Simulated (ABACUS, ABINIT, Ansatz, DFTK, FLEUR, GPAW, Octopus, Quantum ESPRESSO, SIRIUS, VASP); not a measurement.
# Ni: 10 runs at one level of theory

```
CELL_PARAMETERS angstrom
0.00000 1.73757 1.73757
1.73757 0.00000 1.73757
1.73757 1.73757 0.00000
ATOMIC_POSITIONS crystal
Ni 0.00000 0.00000 0.00000
```

Alike in all runs: task single point; functional PBE; k mesh 13 × 13 × 13; occupations fermi-dirac, width 0.05 eV; collinear spin, ferromagnetic start; no spin-orbit coupling. Pressure is positive in compression and, in plane waves, holds the error of the finite cutoff.

```tsv
program and potentials	plane-wave cutoff (eV)	notes	pressure (GPa)	net moment per atom (μB)
FLEUR, all-electron, FLAPW	-	-	-	0.63
SIRIUS, PseudoDojo 0.4.1 PBE standard (scalar relativistic)	1333	18 valence electrons an atom on average	8.27	0.63
GPAW, GPAW PAW data sets (gpaw-data 1.2.1)	600	16 valence electrons an atom on average; this data set often lies off other programs	10.56	0.63
Quantum ESPRESSO, SSSP 1.3 efficiency PBE	748	18 valence electrons an atom on average	7.75	0.63
DFTK, PseudoDojo SR PBE 0.4.1 standard (PBE)	1333	18 valence electrons an atom on average	8.08	0.63
Ansatz, all-electron LAPW, scalar-relativistic	-	-	8.06	0.63
Octopus, pseudodojo_pbe (PseudoDojo 0.5, PBE)	-	18 valence electrons an atom on average	-	0.63
VASP, PBE PAW files Ni, 520 eV	520	10 valence electrons an atom on average	7.91	0.62
ABINIT, JTH PAW PBE v2.0	1116	18 valence electrons an atom on average	8.84	0.63
ABACUS, PseudoDojo NC SR 0.4.1 PBE standard, plane waves	1333	18 valence electrons an atom on average	8.26	0.63
```

The pressure spans 7.75 (Quantum ESPRESSO, SSSP 1.3 efficiency PBE) to 10.56 GPa (GPAW, GPAW PAW data sets (gpaw-data 1.2.1)), with all-electron results at 8.06. The net moment per atom spans 0.62 (VASP, PBE PAW files Ni, 520 eV) to 0.63 μB (Quantum ESPRESSO, SSSP 1.3 efficiency PBE), with all-electron results at 0.63. The state is the one that the start led to, which needn't be the lowest. The pressure on the cell as given of GPAW, GPAW PAW data sets (gpaw-data 1.2.1) lies far from the others; the cause wasn't traced.

Differences between rows come from potentials, basis sets and numerical settings, since the functional is the same but for its coding. Runs on potential files found faulty are left out.
